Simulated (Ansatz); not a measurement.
**Be in Ansatz: convergence with smearing width**

Input of the first run (smearing width 0.3 eV); the others differ in this setting and in those tied to it:

Contents of input.yaml:

```yaml
crystal:
  lattice:
    - [2.2853, 0.0, 0.0]
    - [-1.14265, 1.9791278553, 0.0]
    - [0.0, 0.0, 3.5842]
  atoms:
    - { symbol: Be, position: [0.688238, 0.338444, 0.750179] }
    - { symbol: Be, position: [0.317394, 0.656756, 0.258544] }
hamiltonian:
  xc: lda
  pseudopotentials: { kind: paw, level: accurate }
kpoints:
  mp_grid: { grid: [10, 10, 6] }
scf:
  occupations: { method: gaussian, width: 0.3 }
output:
  forces: true
  stress: true
  eigenvalues: true
```

Potentials or basis: Ansatz PAW earlier set.

The run is started by

```bash
$ ansatz run input.yaml --threads 2 --pin off --max-ram 5632MiB --backend cpu --events-out ev --progress --plain --runs-dir out
```

The cell isn't the ideal one: atoms moved at random, drawn with an rms of 0.05 Å.

Hardware: 2 threads of Intel(R) Xeon(R) Processor @ 2.50GHz (Skylake/Cascade Lake) (shared host).

```csv
smearing width,"energy less the tightest run, at zero smearing (meV/atom)",pressure (GPa),largest force (eV/Å),SCF cycles,CPU time (s),peak memory (GiB)
0.3 eV,0.01,-7.93,0.344,6,16,0.45
0.2 eV,-0.05,-7.92,0.347,6,16,0.44
0.15 eV,-0.08,-7.91,0.349,6,16,0.45
0.1 eV,-0.06,-7.90,0.351,6,17,0.45
0.05 eV,0.00,-7.89,0.352,6,17,0.45
0.025 eV,0.00,-7.88,0.354,6,17,0.44
0.01 eV,0.00,-7.87,0.356,6,16,0.45
0.005 eV,0.00,-7.87,0.356,6,16,0.44
```

Against the tightest run, the energy stays within 1 meV/atom from 0.3 eV on; the pressure stays within 0.1 GPa from 0.3 eV on; the largest force stays within 0.005 eV/Å from 0.05 eV on. Narrower smearing needs a denser k mesh, so at a fixed mesh the narrowest width isn't the most accurate. The tightest run that finished is the yardstick and may itself not be fully converged.
